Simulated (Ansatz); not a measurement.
**Phases of Tl at 26 GPa**

Structure types of Tl are relaxed in primitive cells with their symmetry kept at 26 GPa, first on PAW files, then by LAPW. The enthalpy is E + pV at zero temperature, without zero-point motion. Only the types listed were tried, and differences under about 5 meV/atom are mesh noise. Not among the end structures: fcc, which may lie lower.

Level of theory: DFT with PBE, scalar-relativistic, in Ansatz 0.2.0; Fermi–Dirac smearing of 0.05 eV, no spin polarisation. LAPW: all electrons, basis error target 0.5 meV/atom; PAW: frozen-core files, cutoff 420 eV.

k meshes: bcc 15×15×15, hcp 14×14×8, diamond 11×11×11, simple hexagonal 15×15×13, omega 7×7×10.

Spin–orbit coupling is left out, which matters for the heavy atoms.

Task: Which type is lowest in enthalpy, and by how much?

Result: hcp, 7 meV/atom below bcc. The whole table:

```
      start type                   ends as          a, b, c (Å)  V (Å³/atom)  H − H(lowest), LAPW (meV/atom)  same, PAW
             bcc                bcc, Im-3m  3.520, 3.520, 3.520        21.81                             6.6        6.6
             hcp             hcp, P6_3/mmc  3.129, 3.129, 5.144        21.81                             0.0        0.0
         diamond            diamond, Fd-3m  6.036, 6.036, 6.036        27.49                          1608.4     1608.1
simple hexagonal  simple hexagonal, P6/mmm  3.014, 3.014, 2.840        22.35                           214.6      214.4
           omega             omega, P6/mmm  4.990, 4.990, 3.049        21.92                            34.0       34.0
```
